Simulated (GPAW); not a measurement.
Here is a GPAW 26.7.0 calculation.

File run.py:

```python
from ase.calculators.mixing import SumCalculator
from ase.io import read, write
from ase.optimize import BFGS
from dftd3.ase import DFTD3
from gpaw import GPAW

atoms = read('C.xyz')

calc = GPAW(mode='lcao',
            h=0.16,
            basis='dzp',
            xc='RPBE',
            kpts={'size': (9, 9, 9), 'gamma': True},
            occupations={'name': 'methfessel-paxton', 'width': 0.005},
            convergence={'density': 1e-05, 'energy': 1e-05},
            maxiter=100,
            txt='gpaw.txt')
atoms.calc = SumCalculator([calc, DFTD3(method='rpbe', damping='d3zero')])
opt = BFGS(atoms, trajectory='relax.traj', logfile='-')
done = opt.run(fmax=0.05, steps=40)
calc.write('gs.gpw')
write('result.traj', atoms)
print('Converged:', done)
print('Cell:', atoms.cell.cellpar().round(4))
print('Volume:', round(atoms.get_volume(), 4))
print(atoms.get_scaled_positions().round(5))
```

The input C.xyz:

```xyz
2
Lattice="1.2280263500 0.7090013400 3.3470108400 -1.2280263500 0.7090013400 3.3470108400 0.0000000000 -1.4180026800 3.3470108400" Properties=species:S:1:pos:R:3 pbc="T T T"
C      0.0310267857     -0.1173305544      1.7691080654
C     -0.0310267857      0.1173305544      8.2719244546
```

Potentials or basis: the program's PAW data sets (release 1.2.1) made for this functional, lcao:dzp.

Run with:

```bash
$ OMP_NUM_THREADS=1 python run.py
```

(1) Estimate the dispersion energy per atom.

(2) What does it give for the energy gained by relaxing?

(3) Estimate the band gap on the k mesh.

Results:

(1) -0.167 eV.

(2) 1066.5 meV/atom.

(3) 0.63 eV, direct.

Caveat: later steps reuse the first step's grids; real-space grids are poor in so skewed a cell; an odd mesh through Γ misses points on the zone boundary, where band edges often lie; the basis of atomic orbitals isn't converged, which shifts pressures, moduli and gaps; the program warned that so skewed a cell can give wrong results.
